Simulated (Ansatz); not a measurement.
## Relaxing RbCl in the rocksalt type

First guess:

```
CELL_PARAMETERS angstrom
0.00000 2.91030 2.91030
2.91030 0.00000 2.91030
2.91030 2.91030 0.00000
ATOMIC_POSITIONS crystal
Rb 0.00000 0.00000 0.00000
Cl 0.50000 0.50000 0.50000
```

These are results of DFT, PBE, PAW with Ansatz's default frozen-core files, scalar-relativistic (Ansatz 0.2.0), not measurements.

Cell and atoms relax within the symmetry of the start on a 10×10×10 k mesh with 0.05 eV Fermi–Dirac smearing.

The start is built from a prototype, known or not as a phase of this compound; the cutoff is 420 eV.

Problem. What is the pressure of the first guess?

Solution. 17.16 GPa.

Problem. What does it relax to?

Solution. a = 6.698 Å, b = 6.698 Å, c = 6.698 Å, α = 90.00°, β = 90.00°, γ = 90.00° (conventional cell), 37.56 Å³ per atom:
```cif
data_structure
_symmetry_space_group_name_H-M 'Fm-3m'
_symmetry_Int_Tables_number 225
_cell_length_a 6.6979
_cell_length_b 6.6979
_cell_length_c 6.6979
_cell_angle_alpha 90.000
_cell_angle_beta 90.000
_cell_angle_gamma 90.000
_cell_volume 300.48
loop_
_atom_site_label
_atom_site_type_symbol
_atom_site_symmetry_multiplicity
_atom_site_Wyckoff_symbol
_atom_site_fract_x
_atom_site_fract_y
_atom_site_fract_z
_atom_site_occupancy
Rb1 Rb 4 a 0.00000 0.00000 0.00000 1
Cl1 Cl 4 b 0.50000 0.00000 0.00000 1
```

Problem. How much energy does the relaxation release?

Solution. 456 meV/atom.
